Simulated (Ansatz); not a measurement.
**GaSb: what a change of element does**

Level of theory: DFT, PBE, scalar-relativistic, spin polarisation where moments were expected; plane waves to 420 eV with PAW datasets (Ansatz 0.2.0), Gaussian smearing of 0.05 eV.

GaSb was relaxed to zero pressure in the COD cell structure.

It takes space group F-43m (No. 216, cubic). Conventional cell: a = 6.214 Å, b = 6.214 Å, c = 6.214 Å, α = 90.00°, β = 90.00°, γ = 90.00°. Around Ga (site symmetry -43m) lie 4 Sb at 2.69 Å. Sb (site symmetry -43m) has 4 Ga at 2.69 Å as nearest neighbours. Neighbours are those within 15 % of a site's shortest distance, so a longer bond may be listed from one end only.

Results for GaSb: a (Å) 6.214, V (Å³/atom) 29.99, shortest unlike bond (Å) 2.69, gap (eV) metal, B0 (GPa) 45, E_f (eV/atom) -0.16.

**Question.** All Ga is replaced by In and the cell relaxed again in the same space group. What comes out?

**Answer.** InSb: a (Å) 6.635, V (Å³/atom) 36.51, shortest unlike bond (Å) 2.87, gap (eV) metal, B0 (GPa) 37, E_f (eV/atom) -0.13.

The volume changes by +21.7 %, or +6.8 % in mean length, and the shortest unlike bond by 0.18 Å. The bulk modulus goes from 44.8 to 36.7 GPa, as V^−1.0: with like bonding the larger cell is the softer.

E_f is the formation energy from the elements run alike, at 0 K, without zero-point energy; it is good to about 0.01 eV/atom as a calculation.

All runs used the PAW datasets of the set soft_2.
